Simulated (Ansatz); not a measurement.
AlN: what a change of scf.occupations.width, scf.occupations.method, scf.algorithm, basis.xc_grid does

Level of theory: PBE, no spin polarisation, scalar-relativistic; Ansatz, plane waves to 420 eV (PAW set soft_2), k-mesh 9×9×4. These are the settings of the reference run.

Cell:

```
CELL_PARAMETERS angstrom
3.13020 0.00000 0.00000
-1.56510 2.71084 0.00000
0.00000 0.00000 5.01802
ATOMIC_POSITIONS crystal
Al 0.66667 0.33333 0.49923
Al 0.33333 0.66667 0.99923
N 0.66667 0.33333 0.88077
N 0.33333 0.66667 0.38077
```

The reference run of this cell is solved again as a single point with these keys changed:

| key | reference run | changed run |
| --- | --- | --- |
| scf.occupations.width | 0.02 | not typed |
| scf.occupations.method | gaussian | tetrahedron_uncorrected |
| scf.algorithm | not typed | direct_min |
| basis.xc_grid | not typed | 1 |

Does this change matter?

It is refused before the calculation starts. Message: Error: inconsistent input (scf.algorithm, scf.occupations.method): direct minimisation with tetrahedron occupations — the free energy that is minimised is that of smeared or fixed occupations, and a tetrahedron fill has neither; use a smearing scheme or fixed occupations, or the default algorithm without scf.convergence.dm_fallback
